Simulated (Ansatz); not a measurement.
# One structure type, many elements: COD cell MP

**What was measured.**

“Thermal expansion coefficients of high thermal conducting BAs and BP materials”, 2019, arxiv:1906.04101 reports, for a bulk crystal of BP at 100 K: lattice constant a 4.5383 ± 0.0008 Å.

The comparison with the calculation stands at the end.

All numbers are results of PBE, scalar-relativistic (spin polarisation where moments were expected) in the plane-wave PAW code Ansatz at 420 eV, Gaussian smearing of 0.05 eV, not measurements.

Each member was relaxed to zero pressure in space group F-43m; constants are those of the conventional cell. Not every member need form in this structure.

| M | a (Å) | V (Å³/atom) | shortest unlike bond (Å) | gap (eV) | B0 (GPa) | E_f (eV/atom) |
| --- | --- | --- | --- | --- | --- | --- |
| B | 4.548 | 11.76 | 1.97 | 1.25 | 162 | -0.43 |
| Ga | 5.506 | 20.87 | 2.38 | 1.58 | 77 | -0.43 |

**Question.** The members M = Al, In are left out of the table. Match them to these rows.
(1) a (Å) 5.959, V (Å³/atom) 26.46, shortest unlike bond (Å) 2.58, gap (eV) 0.44, B0 (GPa) 59, E_f (eV/atom) -0.24
(2) a (Å) 5.508, V (Å³/atom) 20.88, shortest unlike bond (Å) 2.38, gap (eV) 1.63, B0 (GPa) 83, E_f (eV/atom) -0.64

**Answer.** row 1 is In; row 2 is Al.

The volume runs from 11.76 Å³/atom (B) to 26.46 Å³/atom (In). All members have a gap.

Measured lattice constants a: BP 4.5383 Å (100 K; “Thermal expansion coefficients of high thermal conducting BAs and BP materials”, 2019, arxiv:1906.04101), calculated 4.548 Å (+0.2 %). The calculated cells are static; measured ones hold zero-point and thermal expansion.

The gaps are differences of one-electron levels. E_f is the formation energy from the elements run alike, at 0 K, without zero-point energy or dispersion between the molecules, chains or layers of the solid elements; it is good to about 0.01 eV/atom as a calculation.

All runs used the PAW datasets of the set soft_2.
